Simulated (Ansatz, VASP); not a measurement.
Two plane-wave programs on ScAl3

INCAR

```
SYSTEM = ScAl3
PREC = Accurate ; ENCUT = 520
EDIFF = 1E-7 ; ISMEAR = 0
SIGMA = 0.1 ; LREAL = .False.
LASPH = .True. ; NELM = 100
ALGO = Fast ; ISIF = 2
LWAVE = .False. ; LCHARG = .True.
GGA = PE ; LELF = .True.
LVHAR = .True. ; NBANDS = 18
```

The input KPOINTS:

```
Automatic mesh
0
Gamma
  4 4 4
  0 0 0
```

File POSCAR:

```
ScAl3
1.0
    4.0878067000      0.0000000000      0.0000000000
    0.0000000000      4.0878067000      0.0000000000
    0.0000000000      0.0000000000      4.0878067000
Sc Al
1 3
Direct
    0.0000000000      0.0000000000      0.0000000000
    0.5000000000      0.0000000000      0.5000000000
    0.0000000000      0.5000000000      0.5000000000
    0.5000000000      0.5000000000      0.0000000000
```

Input for Ansatz:

```yaml
crystal:
  lattice:
    - [4.0878067, 0.0, 0.0]
    - [0.0, 4.0878067, 0.0]
    - [0.0, 0.0, 4.0878067]
  atoms:
    - { symbol: Sc, position: [0.0, 0.0, 0.0] }
    - { symbol: Al, position: [0.5, 0.0, 0.5] }
    - { symbol: Al, position: [0.0, 0.5, 0.5] }
    - { symbol: Al, position: [0.5, 0.5, 0.0] }
basis:
  ecutwfc: 420
kpoints:
  mp_grid: { grid: [4, 4, 4] }
hamiltonian:
  xc: pbe
scf:
  occupations: { method: gaussian, width: 0.1 }
  lower_state_search: "off"
output:
  forces: true
  stress: true
  eigenvalues: true
```

Alike in both runs: task single point; functional PBE; k mesh 4 × 4 × 4; occupations gaussian, width 0.1 eV; no spin polarisation.

```csv
,VASP,Ansatz
version,VASP 6.6.1,Ansatz 0.2.0
potentials or method,"VASP PAW PBE potentials, release 64 (Sc_sv, Al)","scalar-relativistic, plane waves, PAW"
plane-wave cutoff (eV),520,420
valence electrons in the cell,20,20
```

|  | VASP | Ansatz | Ansatz less VASP |
| --- | --- | --- | --- |
| gap on the k mesh at the Fermi level (eV) | none | none | - |
| pressure (GPa) | 1.4 | 1.3 | -0.03 |

A gap of «none» marks a metal or a gap that the smearing closes.

Caveats: the k mesh is coarse (spacing up to 0.38 Å⁻¹), so the values aren't converged.
